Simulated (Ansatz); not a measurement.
SnO:

```
Sn O
1.0
     3.35500    0.00000    0.00000
     0.00000    5.67410    0.00000
     0.00000    0.00000    4.22197
Sn O
2 2
Cartesian
  1.6775 4.3582 0.0555
  0.0000 1.3159 2.1665
  1.6775 0.6171 1.0000
  0.0000 5.0570 3.1110
```

The cell comes from a database or a generator and needn't be the stable form of this composition.

Base run:

* Program: Ansatz 0.2.0
* Functional: HSE06
* Potentials or basis: Ansatz PAW
* Cutoff: 420 eV
* Density cutoff: 1680 eV
* k mesh: 5 × 3 × 4
* Occupations: fermi-dirac, width 0.05 eV
* Spin: no spin polarisation

Its results: band gap on the k mesh 2.32 eV, indirect (least direct gap 2.91 eV); largest force 0.764 eV/Å.

The run is repeated on the same cell with these changes: functional from HSE06 to PBE0. What comes out?

Band gap on the k mesh 2.99 eV, indirect (least direct gap 3.59 eV); largest force 0.775 eV/Å.

Caveats: odd divisions of the mesh miss points on the zone boundary, where band edges often lie, so the gap on the mesh can be too wide; spin-orbit coupling is left out, which moves the levels of the heavy elements; the PAW data sets come from PBE, with cores solved anew for the run's functional, which leaves a small shift of forces and pressure; the density of states is complete only up to the lowest level of the last band computed.

A k mesh can miss the band edges.

Not every run made on this cell is shown here.
